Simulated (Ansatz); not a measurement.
GaSb:

```xyz
2
Lattice="0.0000 3.0590 3.0590 3.0590 0.0000 3.0590 3.0590 3.0590 0.0000" Properties=species:S:1:pos:R:3 pbc="T T T"
Sb    4.5885    4.5885    4.5885
Ga    0.0000    0.0000    0.0000
```

Base run:

| Item | Value |
| --- | --- |
| Program | Ansatz 0.2.0 |
| Functional | RPBE |
| Potentials or basis | Ansatz PAW |
| Cutoff | 420 eV (not typed: the program's choice for these potentials) |
| k mesh | 8 × 8 × 8 |
| Occupations | fermi-dirac, width 0.05 eV |
| Spin | no spin polarisation |

Its results: band gap on the k mesh 0.13 eV, direct; pressure 3.9 GPa.

Problem. After a change of settings the same cell gave: band gap on the k mesh none (metal or under the smearing width); pressure 5.3 GPa. Which change was it?
A. functional from RPBE to BLYP
B. functional from RPBE to r2SCAN; cutoff from 420 eV (not typed: the program's choice for these potentials) to 500 eV (not typed: the program's choice for these potentials)
C. functional from RPBE to revPBE
D. functional from RPBE to LDA

Solution. A.

Caveats: spin-orbit coupling is left out, which moves the levels of the heavy elements; the PAW data sets come from PBE, with cores solved anew for the run's functional, which leaves a small shift of forces and pressure.

Runs at the PBE level aren't shown here.
